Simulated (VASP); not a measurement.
LiF (strained zincblende): one r²SCAN single-point calculation in two programs

```cif
data_structure
_symmetry_space_group_name_H-M 'P 1'
_symmetry_Int_Tables_number 1
_cell_length_a 3.0248
_cell_length_b 3.0248
_cell_length_c 3.0166
_cell_angle_alpha 60.090
_cell_angle_beta 60.090
_cell_angle_gamma 59.821
_cell_volume 19.52
loop_
_atom_site_label
_atom_site_type_symbol
_atom_site_fract_x
_atom_site_fract_y
_atom_site_fract_z
_atom_site_occupancy
Li1 Li 0.00000 0.00000 0.00000 1
F1 F 0.25000 0.25000 0.25000 1
```

Datasets and cutoffs are each program's own. VASP's cell holds 10 valence electrons and Ansatz's 10. Ansatz's stress includes a Pulay correction; VASP's doesn't.

Cutoffs: 520 eV in VASP, 500 eV in Ansatz. k meshes: 10×10×10 and 10×10×10.

|  | VASP | Ansatz |
| --- | --- | --- |
| gap between bands v and c | 8.82 eV | 8.72 eV |
| least direct gap | 8.82 eV | 8.72 eV |
| pressure | 0.3 GPa | 0.7 GPa |

Band v is the last that the valence electrons fill when counted band by band, and c is the next. Levels in eV from the top of v, Ansatz:

```tsv
point	v−1	v	c	c+1
Γ	0.00	0.00	8.72	21.03
X	-0.80	-0.80	11.42	17.08
K	-0.96	-0.64	12.64	16.22
L	-0.27	-0.25	12.94	16.02
W	-0.97	-0.78	12.96	16.74
```

VASP:

```
point    v−1      v      c    c+1
    Γ   0.00   0.00   8.82  21.15
    X  -0.80  -0.80  11.39  17.05
    K  -0.92  -0.64  12.61  16.21
    L  -0.27  -0.26  12.93  16.15
    W  -0.98  -0.74  12.93  16.71
```
